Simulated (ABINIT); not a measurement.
# LiBr (Fm-3m): G0W0 in ABINIT against the k mesh

Wanted: the cheapest k mesh that holds the gap of LiBr (Fm-3m).

Main program and level: ABINIT 10.8.3; PBE and many-body steps on it, plane waves.

### Step 1. Starting point

Symmetry: Fm-3m, No. 225, cubic system. Conventional cell: a = 5.501 Å, b = 5.501 Å, c = 5.501 Å, α = 90.00°, β = 90.00°, γ = 90.00°. Nearest to Li lie 6 Br at 2.75 Å. Br has 6 Li at 2.75 Å nearest. Farther neighbours and most contacts between anions are not listed.

The cell and positions come from the Crystallography Open Database and are kept as given unless a step says otherwise.

### Step 2. Empty states on the mesh, 4×4×4 mesh, 137 bands

This step: ABINIT 10.8.3; DFT, PBE, plane waves, norm-conserving pseudopotentials.

The sums over transitions need many empty states on a uniform mesh; this step solves for them.

The input, run.abi:

```
acell 3*1.0 Angstrom
rprim 
  0.000000000000 2.750650000000 2.750650000000
  2.750650000000 0.000000000000 2.750650000000
  2.750650000000 2.750650000000 0.000000000000
ntypat 2
znucl 3 35
natom 2
typat 1 2
xred 
  0.000000000000 0.000000000000 0.000000000000
  0.500000000000 0.500000000000 0.500000000000
pp_dirpath "pseudos"
pseudos "Li.upf, Br.upf"
ecut 33
ngkpt 4 4 4
nshiftk 1
shiftk 0 0 0
kptopt 1
chksymbreak 0
irdden 1
istwfk *1
nband 137
prtvol 0
optdriver 6
gwr_task "HDIAGO"
paral_kgb 0
occopt 1
indata_prefix "in"
outdata_prefix "out"
tmpdata_prefix "tmp"
```

On the command line:

```sh
> OMP_NUM_THREADS=1 mpirun -n 4 abinit run.abi > log
```

Numbers of over 12 decimals in the logs are rounded to 6 here.

The program printed:

```text
.Version 10.8.3 of ABINIT. v10.8.2 released Aug 2026.

 Symmetries : space group Fm -3 m (#225); Bravais cF (face-center cubic)
[... echo of the input left out ...]
== DATASET  1 ==================================================================
-   mpi_nproc: 4, omp_nthreads: 1 (-1 if OMP is not activated)

--- !DatasetInfo
iteration_state: {dtset: 1, }
dimensions: {natom: 2, nkpt: 8, mband: 137, nsppol: 1, nspinor: 1, nspden: 1, mpw: 2637, }
cutoff_energies: {ecut:  33.0, pawecutdg:  -1.0, }
[...]
Direct band gap semiconductor
 Fundamental gap:     4.938 (eV)
   VBM:     0.621 (eV) at k: [ 0.0000E+00,  0.0000E+00,  0.0000E+00]
   CBM:     5.559 (eV) at k: [ 0.0000E+00,  0.0000E+00,  0.0000E+00]
 Direct gap:         4.938 (eV) at k: [ 0.0000E+00,  0.0000E+00,  0.0000E+00]

== END DATASET(S) ==============================================================
================================================================================

 -outvars: echo values of variables after computation  --------
           etotal      0.0000000000E+00
            nband         137
             nkpt           8
          spgroup         225
 [... the other variables as echoed above ...]

 Calculation completed.
```

Elapsed: 28 s, on 4 MPI ranks of Arm Neoverse V1, shared host; peak memory 1.7 GiB.

Numbers from this step:

| Quantity | Value |
| --- | --- |
| gap | 4.938 eV |
| k of the valence top | 0, 0, 0 |
| k of the conduction bottom | 0, 0, 0 |
| least direct gap | 4.938 eV |
| k points computed | 8 |
| lowest point of the top converged band, above the valence top | 112.4289 eV |

On this mesh the gap is 4.938 eV.

The density comes from a self-consistent run that is not shown.

### Step 3. Empty states on the mesh, 2×2×2 mesh, 40 bands

Changes to run.abi since step 2:

```diff
@@ -15,3 +15,3 @@
 ecut 33
-ngkpt 4 4 4
+ngkpt 2 2 2
 nshiftk 1
@@ -20,10 +20,10 @@
 chksymbreak 0
+iscf -2
 irdden 1
 istwfk *1
-nband 137
+nband 40
+nbdbuf 4
+tolwfr 1e-09
+nstep 60
 prtvol 0
-optdriver 6
-gwr_task "HDIAGO"
-paral_kgb 0
-occopt 1
 indata_prefix "in"
```

The program printed:

```text
.Version 10.8.3 of ABINIT. v10.8.2 released Aug 2026.

 Symmetries : space group Fm -3 m (#225); Bravais cF (face-center cubic)
[... echo of the input left out ...]
== DATASET  1 ==================================================================
-   mpi_nproc: 4, omp_nthreads: 1 (-1 if OMP is not activated)
-    --> not optimal distribution: autoparal keyword recommended in input file <--

--- !DatasetInfo
iteration_state: {dtset: 1, }
dimensions: {natom: 2, nkpt: 3, mband: 40, nsppol: 1, nspinor: 1, nspden: 1, mpw: 2637, }
cutoff_energies: {ecut:  33.0, pawecutdg:  -1.0, }
[...]
1.25034    1.25034    1.25034    1.43374    1.43374    1.43374    1.48205    1.53480
   1.53480    1.70130    1.70130    1.70130    1.73116    1.73116    1.73116    1.73982
 prteigrs : prtvol=0 or 1, do not print more k-points.

== END DATASET(S) ==============================================================
================================================================================

 -outvars: echo values of variables after computation  --------
            nband          40
             nkpt           3
          spgroup         225
 [... the other variables as echoed above ...]

 Calculation completed.
```

The job ended after 3.7 s (4 MPI ranks; peak memory 0.29 GiB; 15 s of CPU time).

Numbers from this step:

```yaml
gap: 4.938 eV
k_of_the_valence_top: 0, 0, 0
k_of_the_conduction_bottom: 0, 0, 0
least_direct_gap: 4.938 eV
k_points_computed: 3
lowest_point_of_the_top_converged_band_above_the_valence_top: 41.71 eV
```

On this mesh the gap is 4.938 eV.

### Step 4. Empty states on the mesh, 6×6×6 mesh, 40 bands

Changes to run.abi since step 3:

```diff
@@ -15,3 +15,3 @@
 ecut 33
-ngkpt 2 2 2
+ngkpt 6 6 6
 nshiftk 1
```

The program printed:

```text
.Version 10.8.3 of ABINIT. v10.8.2 released Aug 2026.

 Symmetries : space group Fm -3 m (#225); Bravais cF (face-center cubic)
[... echo of the input left out ...]
== DATASET  1 ==================================================================
-   mpi_nproc: 4, omp_nthreads: 1 (-1 if OMP is not activated)

--- !DatasetInfo
iteration_state: {dtset: 1, }
dimensions: {natom: 2, nkpt: 16, mband: 40, nsppol: 1, nspinor: 1, nspden: 1, mpw: 2637, }
cutoff_energies: {ecut:  33.0, pawecutdg:  -1.0, }
[...]
1.25034    1.25034    1.25034    1.43374    1.43374    1.43374    1.48205    1.53480
   1.53480    1.70130    1.70130    1.70130    1.73116    1.73116    1.73116    1.73982
 prteigrs : prtvol=0 or 1, do not print more k-points.

== END DATASET(S) ==============================================================
================================================================================

 -outvars: echo values of variables after computation  --------
            nband          40
             nkpt          16
          spgroup         225
 [... the other variables as echoed above ...]

 Calculation completed.
```

It took 9.6 s on 4 MPI ranks; peak memory 0.31 GiB.

Numbers from this step:

- gap: 4.938 eV
- k of the valence top: 0, 0, 0
- k of the conduction bottom: 0, 0, 0
- least direct gap: 4.938 eV
- k points computed: 16
- lowest point of the top converged band, above the valence top: 41.71 eV

On this mesh the gap is 4.938 eV.

### Step 5. Screening, 2×2×2 mesh, 36 bands, screening to 130.6 eV

The RPA dielectric matrix is built and inverted for each q.

This step: RPA screening on PBE, plane waves, norm-conserving pseudopotentials.

Changes to run.abi since step 4:

```diff
@@ -15,3 +15,3 @@
 ecut 33
-ngkpt 6 6 6
+ngkpt 2 2 2
 nshiftk 1
@@ -20,10 +20,11 @@
 chksymbreak 0
-iscf -2
-irdden 1
 istwfk *1
-nband 40
-nbdbuf 4
-tolwfr 1e-09
-nstep 60
-prtvol 0
+occopt 1
+irdwfk 1
+optdriver 3
+nband 36
+ecuteps 4.8
+inclvkb 2
+awtr 1
+symchi 1
 indata_prefix "in"
```

The program printed:

```text
.Version 10.8.3 of ABINIT. v10.8.2 released Aug 2026.

 Symmetries : space group Fm -3 m (#225); Bravais cF (face-center cubic)
[... echo of the input left out ...]
== DATASET  1 ==================================================================
-   mpi_nproc: 4, omp_nthreads: 1 (-1 if OMP is not activated)

--- !DatasetInfo
iteration_state: {dtset: 1, }
dimensions: {natom: 2, nkpt: 3, mband: 36, nsppol: 1, nspinor: 1, nspden: 1, mpw: 2637, }
cutoff_energies: {ecut:  33.0, pawecutdg:  -1.0, }
electrons: {nelect:   1.00000000E+01, charge:   0.00000000E+00, occopt:   1.00000000E+00, tsmear:   1.00000000E-02, }

 SCREENING: Calculation of the susceptibility and dielectric matrices

 Based on a program developped by R.W. Godby, V. Olevano, G. Onida, and L. Reining.
 Incorporated in ABINIT by V. Olevano, G.-M. Rignanese, and M. Torrent.
.Using double precision arithmetic ; gwpc =  8

[... cell and pseudopotentials left out ...]
--------------------------------------------------------------------------------

 ==== K-mesh for the wavefunctions ====
 Number of points in the irreducible wedge :     3
[... list of points left out ...]
 Together with 48 symmetry operations and time-reversal symmetry
 yields     8 points in the full Brillouin Zone.

 ==== Q-mesh for the screening function ====
 Number of points in the irreducible wedge :     3
[... list of points left out ...]
 Together with 48 symmetry operations and time-reversal symmetry
 yields     8 points in the full Brillouin Zone.

 setmesh: FFT mesh size selected  =    25x   25x   25
          total number of points  =        15625

 vcoul_init : cutoff-mode = AUXILIARY_FUNCTION
 q-points for optical limit:   1
     1)      0.000010    0.000020    0.000030

- screening: taking advantage of time-reversal symmetry
- Maximum band index for partially occupied states nbvw = 5
- Remaining bands to be divided among processors   nbcw = 31
- Number of bands treated by each node ~7

 Number of electrons calculated from density =   10.0000; Expected =   10.0000
 average of density, n =  0.035601
 r_s =    1.8857
 omega_plasma =   18.2008 [eV]

 calculating chi0 at frequencies [eV] :
  1    0.000000E+00    0.000000E+00
  2    0.000000E+00    1.820075E+01

--------------------------------------------------------------------------------
  q-point number  1        q = ( 0.000000, 0.000000, 0.000000) [r.l.u.]
--------------------------------------------------------------------------------
[... chi0 elements left out ...]
 For q-point:  0.000010 0.000020 0.000030
  dielectric constant =   5.1756
  dielectric constant without local fields =   6.0231

  Average fulfillment of the sum rule on Im[epsilon] for q-point    1 :     62.13  [%]
[... wings left out ...]
  q-point number  2        q = ( 0.500000, 0.000000, 0.000000) [r.l.u.]
--------------------------------------------------------------------------------
[... chi0 elements left out ...]
  Average fulfillment of the sum rule on Im[epsilon] for q-point    2 :     74.09  [%]

 [... 1 further q-points ...]
```

Elapsed: 2 s, on 4 MPI ranks; peak memory 0.08 GiB; 7.7 s of CPU time.

Numbers from this step:

```yaml
eps_infinity_with_local_fields_on_this_mesh_along_the_program_s_q_direction: 5.176
the_same_without_local_fields: 6.023
plasma_frequency: 18.20 eV
plane_waves_in_the_screening_matrix: 137
```

Local fields lower ε∞ by 14 %. On a Γ-centred mesh this coarse the value itself is usually too large, while a short band sum pulls it down.

### Step 6. 2×2×2

This step: G0W0 on PBE, plane waves, norm-conserving pseudopotentials.

Changes to run.abi since step 5:

```diff
@@ -23,8 +23,15 @@
 irdwfk 1
-optdriver 3
+optdriver 4
 nband 36
+gwcalctyp 0
+ecutsigx 33
+symsigma 1
+nkptgw 1
+kptgw 
+  0.0000000000 0.0000000000 0.0000000000
+bdgw 
+  3 9
 ecuteps 4.8
-inclvkb 2
-awtr 1
-symchi 1
+irdscr 1
+ppmodel 1
 indata_prefix "in"
```

The program printed:

```text
.Version 10.8.3 of ABINIT. v10.8.2 released Aug 2026.

 Symmetries : space group Fm -3 m (#225); Bravais cF (face-center cubic)
[... echo of the input left out ...]
== DATASET  1 ==================================================================
-   mpi_nproc: 4, omp_nthreads: 1 (-1 if OMP is not activated)

--- !DatasetInfo
iteration_state: {dtset: 1, }
dimensions: {natom: 2, nkpt: 3, mband: 36, nsppol: 1, nspinor: 1, nspden: 1, mpw: 2637, }
cutoff_energies: {ecut:  33.0, pawecutdg:  -1.0, }
electrons: {nelect:   1.00000000E+01, charge:   0.00000000E+00, occopt:   1.00000000E+00, tsmear:   1.00000000E-02, }

 SIGMA: Calculation of the GW corrections

 Based on a program developped by R.W. Godby, V. Olevano, G. Onida, and L. Reining.
 Incorporated in ABINIT by V. Olevano, G.-M. Rignanese, and M. Torrent.
.Using double precision arithmetic ; gwpc =  8

[... cell and pseudopotentials left out ...]
--------------------------------------------------------------------------------

 ==== K-mesh for the wavefunctions ====
 Number of points in the irreducible wedge :     3
[... list of points left out ...]
 Together with 48 symmetry operations and time-reversal symmetry
 yields     8 points in the full Brillouin Zone.

 ==== Q-mesh for screening function ====
 Number of points in the irreducible wedge :     3
[... list of points left out ...]
 Together with 48 symmetry operations and time-reversal symmetry
 yields     8 points in the full Brillouin Zone.

 vcoul_init : cutoff-mode = AUXILIARY_FUNCTION
 q-points for optical limit:   1
     1)      0.000010    0.000020    0.000030
 setmesh: FFT mesh size selected  =    40x   40x   40
          total number of points  =        64000

 Number of electrons calculated from density =   10.0000; Expected =   10.0000
 average of density, n =  0.035601
 r_s =    1.8857
 omega_plasma =   18.2008 [eV]

 === KS Band Gaps ===
  >>>> For spin  1
   Minimum direct gap =   4.9381 [eV], located at k-point      :   0.0000  0.0000  0.0000
   Fundamental gap    =   4.9381 [eV], Top of valence bands at :   0.0000  0.0000  0.0000
                                       Bottom of conduction at :   0.0000  0.0000  0.0000
 SIGMA fundamental parameters:
 PLASMON POLE MODEL  1
 number of plane-waves for SigmaX                 2637
 number of plane-waves for SigmaC and W            137
 number of plane-waves for wavefunctions          2637
 number of bands                                    36
 number of independent spin polarizations            1
 number of spinorial components                      1
 number of k-points in IBZ                           3
 number of q-points in IBZ                           3
 number of symmetry operations                      48
 number of k-points in BZ                            8
 number of q-points in BZ                            8
 number of frequencies for dSigma/dE                 9
 frequency step for dSigma/dE [eV]                0.25
 number of omega for Sigma on real axis              0
 max omega for Sigma on real axis  [eV]           0.00
 zcut for avoiding poles [eV]                     0.10

 EPSILON^-1 parameters (SCR file):
 dimension of the eps^-1 matrix on file            137
 dimension of the eps^-1 matrix used               137
 number of plane-waves for wavefunctions          2637
 number of bands                                    36
 number of q-points in IBZ                           3
 number of frequencies                               2
 number of real frequencies                          1
 number of imag frequencies                          1

 matrix elements of self-energy operator (all in [eV])

 Perturbative Calculation

--- !SelfEnergy_ee
iteration_state: {dtset: 1, }
kpoint     : [   0.000,    0.000,    0.000, ]
spin       : 1
KS_gap     :    4.938
QP_gap     :    6.560
Delta_QP_KS:    1.622
data: !SigmaeeData |
     Band     E0 <VxcDFT>   SigX SigC(E0)      Z dSigC/dE  Sig(E)    E-E0       E
        3   0.621 -13.263 -16.539   2.520   0.815  -0.227 -13.879  -0.616   0.005
        4   0.621 -13.263 -16.539   2.520   0.815  -0.227 -13.879  -0.616   0.005
        5   0.621 -13.263 -16.539   2.520   0.815  -0.227 -13.879  -0.616   0.005
        6   5.559  -8.313  -3.671  -3.443   0.839  -0.192  -7.307   1.006   6.566
        7  11.140  -8.289  -3.472  -3.410   0.842  -0.188  -7.104   1.185  12.325
        8  11.140  -8.289  -3.472  -3.410   0.842  -0.188  -7.104   1.185  12.325
        9  11.140  -8.289  -3.472  -3.410   0.842  -0.188  -7.104   1.185  12.325

== END DATASET(S) ==============================================================
================================================================================

 -outvars: echo values of variables after computation  --------
           etotal      0.0000000000E+00
            nband          36
             nkpt           3
          spgroup         225
 [... the other variables as echoed above ...]

 Calculation completed.
```

It took 2.2 s on 4 MPI ranks; peak memory 0.1 GiB; 8.3 s of CPU time.

Numbers from this step:

* G0W0 gap on the points computed: 6.561 eV
* starting gap on the mesh: 4.938 eV
* k of the valence top: 0, 0, 0
* k of the conduction bottom: 0, 0, 0
* Z at the valence top: 0.815
* Z at the conduction bottom: 0.839
* least direct G0W0 gap on the computed points: 6.561 eV

### Step 7. Screening, 4×4×4 mesh, 36 bands, screening to 130.6 eV

This step: RPA screening on PBE, plane waves, norm-conserving pseudopotentials.

Changes to run.abi since step 6:

```diff
@@ -15,3 +15,3 @@
 ecut 33
-ngkpt 2 2 2
+ngkpt 4 4 4
 nshiftk 1
@@ -23,15 +23,8 @@
 irdwfk 1
-optdriver 4
+optdriver 3
 nband 36
-gwcalctyp 0
-ecutsigx 33
-symsigma 1
-nkptgw 1
-kptgw 
-  0.0000000000 0.0000000000 0.0000000000
-bdgw 
-  3 9
 ecuteps 4.8
-irdscr 1
-ppmodel 1
+inclvkb 2
+awtr 1
+symchi 1
 indata_prefix "in"
```

The program printed:

```text
.Version 10.8.3 of ABINIT. v10.8.2 released Aug 2026.

 Symmetries : space group Fm -3 m (#225); Bravais cF (face-center cubic)
[... echo of the input left out ...]
== DATASET  1 ==================================================================
-   mpi_nproc: 4, omp_nthreads: 1 (-1 if OMP is not activated)

--- !DatasetInfo
iteration_state: {dtset: 1, }
dimensions: {natom: 2, nkpt: 8, mband: 36, nsppol: 1, nspinor: 1, nspden: 1, mpw: 2637, }
cutoff_energies: {ecut:  33.0, pawecutdg:  -1.0, }
electrons: {nelect:   1.00000000E+01, charge:   0.00000000E+00, occopt:   1.00000000E+00, tsmear:   1.00000000E-02, }

 SCREENING: Calculation of the susceptibility and dielectric matrices

 Based on a program developped by R.W. Godby, V. Olevano, G. Onida, and L. Reining.
 Incorporated in ABINIT by V. Olevano, G.-M. Rignanese, and M. Torrent.
.Using double precision arithmetic ; gwpc =  8

[... cell and pseudopotentials left out ...]
--------------------------------------------------------------------------------

 ==== K-mesh for the wavefunctions ====
 Number of points in the irreducible wedge :     8
[... list of points left out ...]
 Together with 48 symmetry operations and time-reversal symmetry
 yields    64 points in the full Brillouin Zone.

 ==== Q-mesh for the screening function ====
 Number of points in the irreducible wedge :     8
[... list of points left out ...]
 Together with 48 symmetry operations and time-reversal symmetry
 yields    64 points in the full Brillouin Zone.

 setmesh: FFT mesh size selected  =    25x   25x   25
          total number of points  =        15625

 vcoul_init : cutoff-mode = AUXILIARY_FUNCTION
 q-points for optical limit:   1
     1)      0.000010    0.000020    0.000030

- screening: taking advantage of time-reversal symmetry
- Maximum band index for partially occupied states nbvw = 5
- Remaining bands to be divided among processors   nbcw = 31
- Number of bands treated by each node ~7

 Number of electrons calculated from density =   10.0000; Expected =   10.0000
 average of density, n =  0.035601
 r_s =    1.8857
 omega_plasma =   18.2008 [eV]

 calculating chi0 at frequencies [eV] :
  1    0.000000E+00    0.000000E+00
  2    0.000000E+00    1.820075E+01

--------------------------------------------------------------------------------
  q-point number  1        q = ( 0.000000, 0.000000, 0.000000) [r.l.u.]
--------------------------------------------------------------------------------
[... chi0 elements left out ...]
 For q-point:  0.000010 0.000020 0.000030
  dielectric constant =   3.3371
  dielectric constant without local fields =   3.9480

  Average fulfillment of the sum rule on Im[epsilon] for q-point    1 :     62.81  [%]
[... wings left out ...]
  q-point number  2        q = ( 0.250000, 0.000000, 0.000000) [r.l.u.]
--------------------------------------------------------------------------------
[... chi0 elements left out ...]
  Average fulfillment of the sum rule on Im[epsilon] for q-point    2 :     81.45  [%]

 [... 6 further q-points ...]
```

The job ended after 3.7 s (4 MPI ranks; peak memory 0.46 GiB).

This step gave:

```yaml
eps_infinity_with_local_fields_on_this_mesh_along_the_program_s_q_direction: 3.337
the_same_without_local_fields: 3.948
plasma_frequency: 18.20 eV
plane_waves_in_the_screening_matrix: 137
```

(Continued in part 2 of 2.)

[Paths, hosts, dates, memory and timing lines, banners, echoed tables and standing remarks are left out of the program output.]

[Logs are printed without paths, hosts, clocks, repeated set-up lines and the standing remarks that a program may print on its own settings, such as how far it seeks lower states.]

[Runs of the session that timed out or met a known fault of the program may be left out.]

[Hosts, paths, dates, database ids (printed as entryN), source tags and the programs' standing remarks are cut or masked in the printed files.]

[G0W0 gaps are taken among the corrected bands and points alone; a level outside them can change the order at an edge.]

[Where Ansatz stands beside ABINIT at settings called matched, ABINIT's density can come from a denser mesh and the files from another edition; pairs whose starting gaps differed by over 0.03 eV were left out, so agreement reads better than it is.]
